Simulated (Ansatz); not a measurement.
# Si: the cost of one run

Method: DFT PBEsol, scalar-relativistic, plane waves, PAW, in Ansatz 0.2.0.

1 further run of the same task is left out (it didn't finish).

### 1 Starting point

It takes space group Fd-3m (No. 227, cubic). Conventional cell: a = 5.444 Å, b = 5.444 Å, c = 5.444 Å, α = 90.00°, β = 90.00°, γ = 90.00°. Around Si (site symmetry -43m) lie 4 Si at 2.36 Å.

As a file:

```
CELL_PARAMETERS angstrom
0.00000 2.72185 2.72185
2.72185 0.00000 2.72185
2.72185 2.72185 0.00000
ATOMIC_POSITIONS crystal
Si 0.75000 0.75000 0.75000
Si 0.50000 0.50000 0.50000
```

The structure comes from the Materials Project (structure only).

(A quick probe on a coarse mesh, which set the mesh and smearing, is not shown.)

### 3 The relaxation

Input file input.yaml:

```yaml
crystal:
  lattice:
    - [0.0, 2.72185119, 2.72185119]
    - [2.72185119, 0.0, 2.72185119]
    - [2.72185119, 2.72185119, 0.0]
  atoms:
    - { symbol: Si, position: [0.75, 0.75, 0.75] }
    - { symbol: Si, position: [0.5, 0.5, 0.5] }
basis:
  ecutwfc: 420
kpoints:
  mp_grid: { grid: [8, 8, 8] }
hamiltonian:
  xc: pbesol
scf:
  occupations: { method: gaussian, width: 0.02 }
output:
  forces: true
  stress: true
  eigenvalues: true
  write_density: true
  write_potential: true
  elf: true
  volumetric_format: npy
relax:
  adjacent_minimum: "off"
  f_tol: 0.005
  max_steps: 80
  cell: { stress_tol: 0.05 }
```

Run with:

```console
> ansatz run input.yaml --threads 4 --pin off --max-ram 10240MiB --backend cpu --events-out ev --progress --plain --runs-dir out
```

What time and memory should one allow on 4 threads of Arm Neoverse V1, shared host?

About 1.1 s, with a peak of 0.29 GiB.
